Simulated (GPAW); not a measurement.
The system is NiO.

```
Ni O
1.0
     0.00000    2.08590    2.08590
     2.08590    0.00000    2.08590
     2.08590    2.08590    0.00000
Ni O
1 1
Direct
  0.00000 0.00000 0.00000
  0.50000 0.50000 0.50000
```

| Item | Value |
| --- | --- |
| Program | GPAW 26.7.0 |
| Task | relaxation of cell and atoms |
| Functional | PBEsol |
| Dispersion | D3 |
| Potentials or basis | PAW data sets generated in the run's folder for this functional |
| Cutoff | 800 eV |
| Basis | pw |
| k mesh | 9 × 9 × 9 |
| Occupations | fermi-dirac, width 0.05 eV |
| Spin | collinear spin, ferromagnetic start |
| Starting moments | [1.0, 0.0] μB |

At the start: pressure -6.6 GPa; volume 9.08 Å³/atom.

Q: Where does the relaxation end?

A: Over 4 steps the energy falls by 6.4 meV/atom and the volume is 8.79 Å³/atom (-3.1 %); space group Fm-3m (No. 225, to 0.05 Å); moment 1.06 μB per cell.

The path:
```csv
step,energy change (eV),largest force (eV/Å),pressure (GPa),volume (Å³)
1,0.0000,0.0000,-6.61,18.15
2,-0.0057,0.0000,-5.19,18.01
3,-0.0125,0.0000,1.11,17.50
4,-0.0129,0.0000,-0.02,17.59
```

Final structure:
```
Ni O
1.0
     0.00000    2.06414    2.06414
     2.06414    0.00000    2.06414
     2.06414    2.06414    0.00000
Ni O
1 1
Cartesian
  0.0000 0.0000 0.0000
  2.0641 2.0641 2.0641
```

Caveat: each step starts from the last one's moments, so a moment once lost doesn't come back; the stock nickel data set gives pressures a few GPa off other programs; later steps reuse the first step's grids; a cell with one magnetic atom can't hold antiferromagnetic order, which such compounds often take; pairwise dispersion overbinds metals, which lowers pressure and volume.
